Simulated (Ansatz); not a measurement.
# SiNi: band structure with PBEsol

The system is SiNi.

```xyz
4
Lattice="2.9428 0.0000 0.0000 0.0000 3.2803 0.0000 0.0000 0.0000 4.6774" Properties=species:S:1:pos:R:3 pbc="T T T"
Ni    1.4714    1.6402    1.6020
Ni    0.0000    0.0000    3.0754
Si    1.4714    1.6402    3.9438
Si    0.0000    0.0000    0.7337
```

The cell is a database's computed one.

```
Program             : Ansatz 0.2.0
Task                : band structure
Functional          : PBEsol
Potentials or basis : all-electron PAW datasets made for the crystal
Cutoff              : 320 eV (chosen from the basis error)
k mesh              : 9 × 8 × 6
Occupations         : fermi-dirac, width 0.05 eV
Spin                : collinear spin, ferromagnetic start
Starting moments    : [1.0, 1.0, 0.0, 0.0] μB
```

- Pressure: 0.2 GPa
- Largest force: 0.093 eV/Å
- Band gap along the path: none (metal or under the smearing width)
- Net moment: 0.00 μB per cell
- Absolute moment: 0.00 μB per cell

Forces in eV/Å, atoms in the order of the input:
```
Ni   0.000  0.000  0.058
Ni   0.000  0.000 -0.058
Si   0.000  0.000 -0.093
Si   0.000  0.000  0.093
```

Stress tensor (GPa, compression positive):
```
 0.43  0.00  0.00
 0.00  0.67  0.00
 0.00  0.00 -0.60
```

Levels at the corners of the path, in eV from the Fermi level:
Spin up:
| point | band 18 | band 19 | band 20 | band 21 | band 22 | band 23 | band 24 | band 25 | band 26 | band 27 |
| --- | --- | --- | --- | --- | --- | --- | --- | --- | --- | --- |
| Γ | -2.73 | -2.36 | -2.06 | -2.03 | -1.39 | 1.22 | 2.73 | 5.17 | 5.54 | 7.27 |
| X | -2.65 | -2.63 | -2.63 | -1.61 | -1.61 | 1.76 | 1.76 | 3.45 | 3.45 | 6.04 |
| S | -3.38 | -2.12 | -2.12 | -1.61 | -1.61 | 1.58 | 1.58 | 1.94 | 1.94 | 3.87 |
| Y | -2.81 | -2.28 | -2.28 | -2.21 | -2.21 | 1.15 | 1.15 | 4.99 | 4.99 | 7.87 |
| Γ | -2.73 | -2.36 | -2.06 | -2.03 | -1.39 | 1.22 | 2.73 | 5.17 | 5.54 | 7.27 |
| Z | -2.81 | -2.73 | -2.11 | 1.11 | 1.56 | 1.95 | 2.40 | 2.92 | 3.63 | 4.48 |
| U | -2.49 | -2.28 | -2.28 | -1.41 | -1.41 | 3.63 | 3.63 | 5.32 | 5.32 | 5.65 |
| R | -2.89 | -2.15 | -2.15 | -1.53 | -1.53 | -0.41 | -0.41 | 1.03 | 1.03 | 8.07 |
Spin down:
```tsv
point	band 18	band 19	band 20	band 21	band 22	band 23	band 24	band 25	band 26	band 27
Γ	-2.73	-2.36	-2.06	-2.03	-1.39	1.22	2.73	5.17	5.54	7.27
X	-2.65	-2.63	-2.63	-1.61	-1.61	1.76	1.76	3.45	3.45	6.04
S	-3.38	-2.12	-2.12	-1.61	-1.61	1.58	1.58	1.94	1.94	3.87
Y	-2.81	-2.28	-2.28	-2.21	-2.21	1.15	1.15	4.99	4.99	7.87
Γ	-2.73	-2.36	-2.06	-2.03	-1.39	1.22	2.73	5.17	5.54	7.27
Z	-2.81	-2.73	-2.11	1.11	1.56	1.95	2.40	2.92	3.63	4.48
U	-2.49	-2.28	-2.28	-1.41	-1.41	3.63	3.63	5.32	5.32	5.65
R	-2.89	-2.15	-2.15	-1.53	-1.53	-0.41	-0.41	1.03	1.03	8.07
```

It took 60 s on 4 threads of Intel(R) Xeon(R) Processor @ 2.50GHz (Skylake/Cascade Lake), on a shared host, peak memory 1 GiB.

Caveat: the starting moments weren't kept.
